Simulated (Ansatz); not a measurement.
# Cu under changes of volume

One of the cells (11.436 Å³/atom); the others are scaled copies at fixed shape and fractional positions:

```
Cu
1.0
     2.53410    0.00000    0.00000
    -1.26705    2.19459    0.00000
     0.00000    0.00000    4.11257
Cu
2
Direct
  0.66667 0.33333 0.75000
  0.33333 0.66667 0.25000
```

This isn't the form of Cu at room conditions, which is fcc.

```yaml
Program: Ansatz 0.2.0
Functional: HSE06
Potentials_or_basis: Ansatz PAW
Cutoff: "420 eV (not typed: the program's choice for these potentials)"
k_mesh: 8 × 8 × 4
Occupations: fermi-dirac, width 0.05 eV
Spin: no spin polarisation
```

```csv
volume (Å³/atom),energy over the lowest point (meV/atom),pressure (GPa)
10.749,?,?
10.978,46.38,14.7
11.207,27.92,11.0
11.436,14.50,7.6
11.664,5.74,4.6
11.893,0.99,1.9
12.122,0.00,-0.6
```

Task: What does the run at 10.749 Å³/atom give?

Result: Energy over the lowest point 70.30 meV/atom; pressure 18.9 GPa.

Worked out: A Birch-Murnaghan fit of order 3 (a polynomial in V^(-2/3)) to the other rows has its minimum at 12.07 Å³/atom with B0 = V·E''(V) = 126 GPa and B' = 4.4 at fixed shape and positions, which overstates the stiffness. It gives 70.49 meV/atom at 10.749 Å³/atom, against the run's 70.30, and -dE/dV = 19.0 GPa, against 18.9.

Energies are extrapolated to zero smearing.

Caveats: all runs use coarse meshes; the PAW data sets come from PBE, with cores solved anew for the run's functional, which leaves a small shift of forces and pressure; the thresholds are loose for stress.
